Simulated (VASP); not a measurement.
# HfC under changes of volume

One of the cells (12.839 Å³/atom); the others are scaled copies at fixed shape and fractional positions:

```
CELL_PARAMETERS angstrom
3.36500 0.00000 0.00000
-1.68250 2.91418 0.00000
0.00000 0.00000 5.23717
ATOMIC_POSITIONS crystal
Hf 0.33333 0.66667 0.25000
Hf 0.66667 0.33333 0.75000
C 0.00000 0.00000 0.50000
C 0.00000 0.00000 0.00000
```

The cell comes from a database or a generator and needn't be the stable form of this composition.

* Program: VASP 6.6.1
* Functional: PBEsol
* Potentials or basis: VASP PAW PBE potentials, release 64 (Hf_pv, C)
* Cutoff: 520 eV
* k mesh: 9 × 9 × 5
* Occupations: fermi-dirac, width 0.05 eV
* Spin: no spin polarisation

```tsv
volume (Å³/atom)	energy over the lowest point (meV/atom)	pressure (GPa)
11.832	7.50	7.6
12.084	0.00	1.9
12.336	?	?
12.839	25.38	-12.1
13.091	47.24	-15.8
13.343	74.71	-19.2
```

**Question.** What does the run at 12.336 Å³/atom give?

**Answer.** Energy over the lowest point 1.03 meV/atom; pressure -3.2 GPa.

Worked out: A Birch-Murnaghan fit of order 3 (a polynomial in V^(-2/3)) to the other rows has its minimum at 12.18 Å³/atom with B0 = V·E''(V) = 252 GPa and B' = 4.1 at fixed shape and positions, which overstates the stiffness. It gives 1.05 meV/atom at 12.336 Å³/atom, against the run's 1.03, and -dE/dV = -3.2 GPa, against -3.2.

Energies are extrapolated to zero smearing.

Caveats: the PAW data sets were made with another functional, which shifts forces and pressure a little.
